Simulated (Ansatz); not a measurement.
Geometry optimisation in Ansatz: input, command and trajectory.

```yaml
crystal:
  lattice:
    - [3.8408634193, 0.0, 0.0]
    - [0.0, 3.8408634193, 0.0]
    - [0.0, 0.0, 3.9344479087]
  atoms:
    - { symbol: Ti, position: [0.0, 0.0, 0.0] }
    - { symbol: Pt, position: [0.0, 0.5, 0.5] }
    - { symbol: Pt, position: [0.5, 0.0, 0.5] }
    - { symbol: Pt, position: [0.5, 0.5, 0.0] }
basis:
  ecutwfc: 420
kpoints:
  mp_grid: { grid: [14, 14, 14] }
hamiltonian:
  xc: pbesol
scf:
  occupations: { method: gaussian, width: 0.1 }
output:
  forces: true
  stress: true
  eigenvalues: true
  write_density: true
  write_potential: true
  elf: true
  volumetric_format: npy
relax:
  adjacent_minimum: "off"
  f_tol: 0.008
  max_steps: 40
  cell: { stress_tol: 0.015, fix: [a, b, gamma] }
```

```bash
ansatz run input.yaml --threads 1 --pin off --max-ram 2560MiB --backend cpu --events-out ev --progress --plain --runs-dir out
```

The calculation used DFT PBEsol, scalar-relativistic, plane waves, PAW in Ansatz.

Of 5 frames 4 are shown, positions in Å and forces in eV/Å; the SCF threshold varies from step to step. Steps run on the plane waves of an earlier cell, with a Pulay correction in the pressure. The basis is chosen afresh for the last frame, the zero of the energies, and at times for earlier ones too; energy and pressure can step there, also at an unchanged geometry. Where two frames share a geometry here, they differ by under 2 meV/atom and 0.3 GPa. The mark taken_back stands on steps that the optimiser undid.

```xyz
4
Lattice="3.8409 0.0000 0.0000 0.0000 3.8409 0.0000 0.0000 0.0000 3.9344" Properties=species:S:1:pos:R:3:forces:R:3 pbc="T T T" step=1 free_energy_over_end_meV_per_atom=0.95 pressure_GPa=6.09
Ti    0.0000    0.0000    0.0000    0.0000    0.0000    0.0000
Pt    0.0000    1.9204    1.9672    0.0000    0.0000    0.0000
Pt    1.9204    0.0000    1.9672    0.0000    0.0000    0.0000
Pt    1.9204    1.9204    0.0000    0.0000    0.0000    0.0000
4
Lattice="3.8409 0.0000 0.0000 0.0000 3.8409 0.0000 0.0000 0.0000 3.9917" Properties=species:S:1:pos:R:3:forces:R:3 pbc="T T T" step=2 free_energy_over_end_meV_per_atom=1.05 pressure_GPa=2.07 taken_back
Ti    0.0000    0.0000    0.0000    0.0000    0.0000    0.0000
Pt    0.0000    1.9204    1.9959    0.0000    0.0000    0.0000
Pt    1.9204    0.0000    1.9959    0.0000    0.0000    0.0000
Pt    1.9204    1.9204    0.0000    0.0000    0.0000    0.0000
4
Lattice="3.8409 0.0000 0.0000 0.0000 3.8409 0.0000 0.0000 0.0000 3.9619" Properties=species:S:1:pos:R:3:forces:R:3 pbc="T T T" step=3 free_energy_over_end_meV_per_atom=0.04 pressure_GPa=4.12
Ti    0.0000    0.0000    0.0000    0.0000    0.0000    0.0000
Pt    0.0000    1.9204    1.9809    0.0000    0.0000    0.0000
Pt    1.9204    0.0000    1.9809    0.0000    0.0000    0.0000
Pt    1.9204    1.9204    0.0000    0.0000    0.0000    0.0000
4
Lattice="3.8409 0.0000 0.0000 0.0000 3.8409 0.0000 0.0000 0.0000 3.9628" Properties=species:S:1:pos:R:3:forces:R:3 pbc="T T T" step=5 free_energy_over_end_meV_per_atom=0.00 pressure_GPa=4.05
Ti    0.0000    0.0000    0.0000    0.0000    0.0000    0.0000
Pt    0.0000    1.9204    1.9814    0.0000    0.0000    0.0000
Pt    1.9204    0.0000    1.9814    0.0000    0.0000    0.0000
Pt    1.9204    1.9204    0.0000    0.0000    0.0000    0.0000
```

Time: 2.7 min on 1 thread of Arm Neoverse V2 (shared host), peak memory 0.71 GiB.

Spin–orbit coupling is left out, which can shift energies with elements as heavy as these.